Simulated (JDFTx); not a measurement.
# Br (I4/mmm) in JDFTx: reference runs

Aim: a first look at Br with PBE, on the cell as given and on a disturbed one.

All numbers are computed with JDFTx 1.7.0 (patched build); they aren't measurements. Logs are shortened: lines on timing, memory, paths and dates and some standing lists are left out, and cuts for length are marked. The log counts tension as positive stress, the text compression.

**1. The structure**

It takes space group I4/mmm (No. 139, tetragonal). The conventional cell has a = 2.847 Å, b = 2.847 Å, c = 7.155 Å, α = 90.00°, β = 90.00°, γ = 90.00°. Br (site symmetry 4/mmm) has 4 Br at 2.85 Å as nearest neighbours.

**2. Single point, PBE**

Br.in

```
lattice \
   -2.6900094631     2.6900094631     2.6900094631 \
    2.6900094631    -2.6900094631     2.6900094631 \
    6.7605280354     6.7605280354    -6.7605280354
coords-type Lattice
ion Br     0.0000000000     0.0000000000     0.0000000000 1

ion-species pseudo/Br.upf
elec-cutoff 23
elec-ex-corr gga-PBE
kpoint-folding 13 13 13
elec-smearing Fermi 0.0018374661
elec-n-bands 9
electronic-SCF nIterations 100 energyDiffThreshold 1e-08
electronic-minimize nIterations 30 energyDiffThreshold 1e-7
converge-empty-states yes
forces-output-coords Cartesian

dump-name run.$VAR
dump End Ecomponents EigStats BandEigs Kpoints Forces Stress
```

Potentials or basis: PseudoDojo-SR-PBE-0.5-standard.

Launch:

```console
jdftx -c 1 -i Br.in -o Br.out
```

What it wrote:

```text
*************** JDFTx 1.7.0 (patched build) ***************

Input parsed successfully to the following command list (including defaults):
[... the input with its defaults ...]

---------- Setting up symmetries ----------

Non-trivial transmission matrix:
[   1   0   0  ]
[   0   1   0  ]
[   1   1   1  ]
with reduced lattice vectors:
[      0.000000      5.380019      2.690009  ]
[      5.380019      0.000000      2.690009  ]
[      0.000000      0.000000     -6.760528  ]

Found 16 point-group symmetries of the bravais lattice
Found 16 space-group symmetries with basis
Applied RMS atom displacement 0 bohrs to make symmetries exact.

---------- Initializing the Grid ----------
R =
[     -2.69001      2.69001      2.69001  ]
[      2.69001     -2.69001      2.69001  ]
[      6.76053      6.76053     -6.76053  ]
unit cell volume = 195.681
G =
[ -1.30195e-17    1.16787   0.464696  ]
[    1.16787 -1.30195e-17   0.464696  ]
[    1.16787    1.16787 -1.24113e-17  ]
Minimum fftbox size, Smin = [  36  36  36  ]
Chosen fftbox size, S = [  36  36  36  ]

---------- Exchange Correlation functional ----------
Initalized PBE GGA exchange.
Initalized PBE GGA correlation.

---------- Setting up pseudopotentials ----------
Width of ionic core gaussian charges (only for fluid interactions / plotting) set to 0

Reading pseudopotential file 'pseudo/Br.upf':
  'Br' pseudopotential, 'PBE' functional
  Generated using ONCVPSP code by D. R. Hamann
  7 valence electrons, 2 orbitals, 6 projectors, 1001 radial grid points, with lMax = 2
    4S    l: 0   occupation:  2.0   eigenvalue: -0.739928
    4P    l: 1   occupation:  5.0   eigenvalue: -0.288839
  Core radius for overlap checks: 1.88 bohrs.

Initialized 1 species with 1 total atoms.

Folded 1 k-points by 13x13x13 to 2197 k-points.

---------- Setting up k-points, bands, fillings ----------
Reduced to 196 k-points under symmetry.
Computing the number of bands and number of electrons
Calculating initial fillings.
nElectrons:   7.000000   nBands: 9   nStates: 196

----- Setting up reduced wavefunction bases (one per k-point) -----
average nbasis = 1031.154 , ideal nbasis = 1030.941

---------- Setting up ewald sum ----------
Optimum gaussian width for ewald sums = 2.373753 bohr.
Real space sum over 2535 unit cells with max indices [  6  6  7  ]
Reciprocal space sum over 2197 terms with max indices [  6  6  6  ]

---------- Allocating electronic variables ----------
Initializing wave functions:  linear combination of atomic orbitals
Note: number of bands (9) exceeds available atomic orbitals (4)
Br pseudo-atom occupations:   s ( 2 )  p ( 5 )
	FillingsUpdate:  mu: +0.135495278  nElectrons: 7.000000
LCAOMinimize: Iter:   0  F: -13.5132172729146731  |grad|_K:  1.452e-04  alpha:  1.000e+00
	FillingsUpdate:  mu: +0.136807231  nElectrons: 7.000000
LCAOMinimize: Iter:   1  F: -13.5133728345493243  |grad|_K:  8.345e-06  alpha:  9.308e-01  linmin: -5.327e-02  cgtest:  2.068e-01
LCAOMinimize: Encountered beta<0, resetting CG.
	FillingsUpdate:  mu: +0.136688001  nElectrons: 7.000000
LCAOMinimize: Iter:   2  F: -13.5133732980399888  |grad|_K:  6.713e-07  alpha:  8.384e-01  linmin:  1.410e-03  cgtest: -2.346e-03
	FillingsUpdate:  mu: +0.136696111  nElectrons: 7.000000
LCAOMinimize: Iter:   3  F: -13.5133733013773458  |grad|_K:  2.244e-08  alpha:  9.330e-01  linmin: -1.305e-03  cgtest:  1.209e-02
LCAOMinimize: Converged (|Delta F|<1.000000e-06 for 2 iters).

-------- Electronic minimization -----------
Will mix electronic density at each iteration.
	FillingsUpdate:  mu: +0.136696111  nElectrons: 7.000000
	FillingsUpdate:  mu: +0.132486340  nElectrons: 7.000000
SCF: Cycle:  0   F: -13.526328706937699   dF: -1.296e-02   |Residual|: 1.933e-02   |deigs|: 2.523e-01
	FillingsUpdate:  mu: +0.133089845  nElectrons: 7.000000
SCF: Cycle:  1   F: -13.526501281471093   dF: -1.726e-04   |Residual|: 1.059e-02   |deigs|: 6.631e-03
	FillingsUpdate:  mu: +0.134627865  nElectrons: 7.000000
SCF: Cycle:  2   F: -13.526545827762250   dF: -4.455e-05   |Residual|: 1.880e-03   |deigs|: 1.923e-03
	FillingsUpdate:  mu: +0.134957080  nElectrons: 7.000000
SCF: Cycle:  3   F: -13.526546881858724   dF: -1.054e-06   |Residual|: 8.475e-04   |deigs|: 3.970e-04
	FillingsUpdate:  mu: +0.135288362  nElectrons: 7.000000
SCF: Cycle:  4   F: -13.526547240748124   dF: -3.589e-07   |Residual|: 2.035e-04   |deigs|: 3.005e-04
	FillingsUpdate:  mu: +0.135289248  nElectrons: 7.000000
SCF: Cycle:  5   F: -13.526547273139483   dF: -3.239e-08   |Residual|: 8.427e-05   |deigs|: 1.420e-04
	FillingsUpdate:  mu: +0.135306532  nElectrons: 7.000000
SCF: Cycle:  6   F: -13.526547279787577   dF: -6.648e-09   |Residual|: 1.682e-05   |deigs|: 1.113e-04
	FillingsUpdate:  mu: +0.135313490  nElectrons: 7.000000
SCF: Cycle:  7   F: -13.526547280852439   dF: -1.065e-09   |Residual|: 5.471e-06   |deigs|: 8.956e-05
SCF: Converged (|Delta E|<1.000000e-08 for 2 iters).

Setting wave functions to eigenvectors of Hamiltonian
Converging empty states (this may take a while): |deigs|: 8.278e-04

# Stress tensor in Cartesian coordinates [Eh/a0^3]:
[ -4.11451e-05            0            0  ]
[            0 -4.11451e-05            0  ]
[            0            0 -5.64934e-05  ]

# Ionic positions in lattice coordinates:
ion Br   0.000000000000000   0.000000000000000   0.000000000000000 1

# Forces in Cartesian coordinates:
force Br   0.000000000000000   0.000000000000000  -0.000000000000000 1

# Energy components:
   Eewald =      -11.7820683884865076
       EH =        1.7670780733604929
     Eloc =       -7.0690539780463535
      Enl =        2.1706884742664974
      Exc =       -5.1443596723892266
 Exc_core =        2.1993475371060369
       KE =        4.3319944072683931
-------------------------------------
     Etot =      -13.5263735469206701
       TS =        0.0001737339317688
-------------------------------------
        F =      -13.5265472808524390

IonicMinimize: Iter:   0  F: -13.526547280852439  |grad|_K:  0.000e+00
IonicMinimize: Converged (|grad|_K<1.000000e-04).

#--- Lowdin population analysis ---
# oxidation-state Br +0.025

Dumping 'run.eigStats' ...
	eMin: -0.463023 at state 0 ( [ +0.000000 +0.000000 +0.000000 ] spin 0 )
	HOMO: +0.132600 at state 106 ( [ +0.076923 -0.153846 +0.307692 ] spin 0 )
	mu  : +0.135312
	LUMO: +0.136549 at state 147 ( [ +0.153846 -0.230769 +0.384615 ] spin 0 )
	eMax: +0.841008 at state 4 ( [ +0.000000 +0.000000 +0.307692 ] spin 0 )
	HOMO-LUMO gap: +0.003949
	Optical gap  : +0.055082 at state 72 ( [ +0.076923 +0.307692 -0.230769 ] spin 0 )
Done!
```

Run time: 96 s. Hardware: 1 thread of Arm Neoverse V1, shared host; peak memory 0.12 GiB.

Results:

```
Free energy            : -368.0761 eV
Pressure               : 1.4 GPa
Band gap on the k mesh : none (metal or under the smearing width)
```

Caveat: an odd number of electrons without spin polarisation forces a metal; a magnetic or distorted state may lie lower.

**3. Single point, PBE (cell strained at random at fixed volume)**

Changes to Br.in since step 2:

```diff
@@ -1,7 +1,7 @@
 lattice \
-   -2.6900094631     2.6900094631     2.6900094631 \
-    2.6900094631    -2.6900094631     2.6900094631 \
-    6.7605280354     6.7605280354    -6.7605280354
+   -2.5905518449     2.9176237529     2.5393742820 \
+    2.6989427560    -2.7118023423     2.6606266691 \
+    6.6274660506     6.7627250877    -6.6325834289
 coords-type Lattice
-ion Br     0.0000000000     0.0000000000     0.0000000000 1
+ion Br     0.0120770000     0.0047410000     0.0189630000 1
```

Potentials or basis: PseudoDojo-SR-PBE-0.5-standard.

Launch:

```console
jdftx -c 1 -i Br.in -o Br.out
```

What it wrote:

```text
*************** JDFTx 1.7.0 (patched build) ***************

Input parsed successfully to the following command list (including defaults):
[... the input with its defaults ...]

---------- Setting up symmetries ----------

Non-trivial transmission matrix:
[   1   0   0  ]
[   0   1   0  ]
[   1   1   1  ]
with reduced lattice vectors:
[     -0.051178      5.456998      2.539374  ]
[      5.359569     -0.051176      2.660627  ]
[     -0.005117      0.130142     -6.632583  ]

Found 2 point-group symmetries of the bravais lattice
Found 2 space-group symmetries with basis
Applied RMS atom displacement 0 bohrs to make symmetries exact.

---------- Initializing the Grid ----------
R =
[     -2.59055      2.91762      2.53937  ]
[      2.69894      -2.7118      2.66063  ]
[      6.62747      6.76273     -6.63258  ]
unit cell volume = 195.681
G =
[ -0.000219353    1.17278    0.47037  ]
[    1.14098  0.0113164   0.441379  ]
[    1.16315    1.18341 -0.0272748  ]
Minimum fftbox size, Smin = [  36  36  36  ]
Chosen fftbox size, S = [  36  36  36  ]

---------- Exchange Correlation functional ----------
Initalized PBE GGA exchange.
Initalized PBE GGA correlation.

---------- Setting up pseudopotentials ----------
Width of ionic core gaussian charges (only for fluid interactions / plotting) set to 0

Reading pseudopotential file 'pseudo/Br.upf':
  'Br' pseudopotential, 'PBE' functional
  Generated using ONCVPSP code by D. R. Hamann
  7 valence electrons, 2 orbitals, 6 projectors, 1001 radial grid points, with lMax = 2
    4S    l: 0   occupation:  2.0   eigenvalue: -0.739928
    4P    l: 1   occupation:  5.0   eigenvalue: -0.288839
  Core radius for overlap checks: 1.88 bohrs.

Initialized 1 species with 1 total atoms.

Folded 1 k-points by 13x13x13 to 2197 k-points.

---------- Setting up k-points, bands, fillings ----------
Reduced to 1099 k-points under symmetry.
Computing the number of bands and number of electrons
Calculating initial fillings.
nElectrons:   7.000000   nBands: 9   nStates: 1099

----- Setting up reduced wavefunction bases (one per k-point) -----
average nbasis = 1030.992 , ideal nbasis = 1030.942

---------- Setting up ewald sum ----------
Optimum gaussian width for ewald sums = 2.368582 bohr.
Real space sum over 2535 unit cells with max indices [  6  6  7  ]
Reciprocal space sum over 2535 terms with max indices [  6  7  6  ]

---------- Allocating electronic variables ----------
Initializing wave functions:  linear combination of atomic orbitals
Note: number of bands (9) exceeds available atomic orbitals (4)
Br pseudo-atom occupations:   s ( 2 )  p ( 5 )
	FillingsUpdate:  mu: +0.132837050  nElectrons: 7.000000
LCAOMinimize: Iter:   0  F: -13.5135755021204957  |grad|_K:  6.332e-05  alpha:  1.000e+00
	FillingsUpdate:  mu: +0.134088208  nElectrons: 7.000000
LCAOMinimize: Iter:   1  F: -13.5137370145271660  |grad|_K:  6.681e-06  alpha:  9.071e-01  linmin: -3.934e-03  cgtest:  9.717e-02
	FillingsUpdate:  mu: +0.134012669  nElectrons: 7.000000
LCAOMinimize: Iter:   2  F: -13.5137385281008839  |grad|_K:  7.915e-07  alpha:  7.617e-01  linmin: -7.516e-04  cgtest: -3.316e-03
	FillingsUpdate:  mu: +0.134008787  nElectrons: 7.000000
LCAOMinimize: Iter:   3  F: -13.5137385522943205  |grad|_K:  6.367e-08  alpha:  8.671e-01  linmin: -1.008e-05  cgtest: -4.412e-03
	FillingsUpdate:  mu: +0.134011298  nElectrons: 7.000000
LCAOMinimize: Iter:   4  F: -13.5137385524444333  |grad|_K:  3.756e-09  alpha:  8.300e-01  linmin: -8.721e-03  cgtest:  3.077e-02
LCAOMinimize: Converged (|Delta F|<1.000000e-06 for 2 iters).

-------- Electronic minimization -----------
Will mix electronic density at each iteration.
	FillingsUpdate:  mu: +0.134011298  nElectrons: 7.000000
	FillingsUpdate:  mu: +0.130084939  nElectrons: 7.000000
SCF: Cycle:  0   F: -13.526183292255805   dF: -1.244e-02   |Residual|: 1.912e-02   |deigs|: 2.481e-01
	FillingsUpdate:  mu: +0.130641260  nElectrons: 7.000000
SCF: Cycle:  1   F: -13.526352360216567   dF: -1.691e-04   |Residual|: 1.043e-02   |deigs|: 6.741e-03
	FillingsUpdate:  mu: +0.132079512  nElectrons: 7.000000
SCF: Cycle:  2   F: -13.526395348174750   dF: -4.299e-05   |Residual|: 1.867e-03   |deigs|: 2.109e-03
	FillingsUpdate:  mu: +0.132409769  nElectrons: 7.000000
SCF: Cycle:  3   F: -13.526396493955211   dF: -1.146e-06   |Residual|: 8.206e-04   |deigs|: 5.064e-04
	FillingsUpdate:  mu: +0.132713213  nElectrons: 7.000000
SCF: Cycle:  4   F: -13.526396846314615   dF: -3.524e-07   |Residual|: 2.098e-04   |deigs|: 3.385e-04
	FillingsUpdate:  mu: +0.132716981  nElectrons: 7.000000
SCF: Cycle:  5   F: -13.526396880711113   dF: -3.440e-08   |Residual|: 5.822e-05   |deigs|: 1.936e-04
	FillingsUpdate:  mu: +0.132735303  nElectrons: 7.000000
SCF: Cycle:  6   F: -13.526396886955656   dF: -6.245e-09   |Residual|: 2.363e-05   |deigs|: 1.568e-04
	FillingsUpdate:  mu: +0.132737291  nElectrons: 7.000000
SCF: Cycle:  7   F: -13.526396888126587   dF: -1.171e-09   |Residual|: 3.344e-06   |deigs|: 1.509e-04
SCF: Converged (|Delta E|<1.000000e-08 for 2 iters).

Setting wave functions to eigenvectors of Hamiltonian
Converging empty states (this may take a while): |deigs|: 9.886e-04

# Stress tensor in Cartesian coordinates [Eh/a0^3]:
[  6.59047e-06 -3.37279e-06  8.20633e-06  ]
[ -3.37279e-06 -3.61812e-05 -2.47935e-08  ]
[  8.20633e-06 -2.47935e-08 -6.37158e-05  ]

# Ionic positions in lattice coordinates:
ion Br   0.012077000000000   0.004741000000000   0.018963000000000 1

# Forces in Cartesian coordinates:
force Br   0.000000000000000   0.000000000000000   0.000000000000000 1

# Energy components:
   Eewald =      -11.8142863142543941
       EH =        1.7368307657708077
     Eloc =       -7.0032659546904839
      Enl =        2.1696871102947823
      Exc =       -5.1421577228706496
 Exc_core =        2.1993474592229121
       KE =        4.3276552155408439
-------------------------------------
     Etot =      -13.5261894409861796
       TS =        0.0002074471404085
-------------------------------------
        F =      -13.5263968881265875

IonicMinimize: Iter:   0  F: -13.526396888126587  |grad|_K:  0.000e+00
IonicMinimize: Converged (|grad|_K<1.000000e-04).

#--- Lowdin population analysis ---
# oxidation-state Br +0.024

Dumping 'run.eigStats' ...
	eMin: -0.461416 at state 0 ( [ +0.000000 +0.000000 +0.000000 ] spin 0 )
	HOMO: +0.132659 at state 775 ( [ +0.384615 +0.076923 +0.076923 ] spin 0 )
	mu  : +0.132738
	LUMO: +0.132772 at state 847 ( [ +0.384615 +0.461538 -0.384615 ] spin 0 )
	eMax: +0.827716 at state 466 ( [ +0.230769 +0.230769 +0.307692 ] spin 0 )
	HOMO-LUMO gap: +0.000114
	Optical gap  : +0.043412 at state 461 ( [ +0.230769 +0.153846 -0.076923 ] spin 0 )
Done!
```

It took 9.2 min on 1 thread of Arm Neoverse V1, shared host; peak memory 0.52 GiB.

Results:

| Item | Value |
| --- | --- |
| Free energy | -368.0720 eV |
| Pressure | 0.9 GPa |
| Band gap on the k mesh | none (metal or under the smearing width) |

Caveat: an odd number of electrons without spin polarisation forces a metal; a magnetic or distorted state may lie lower.
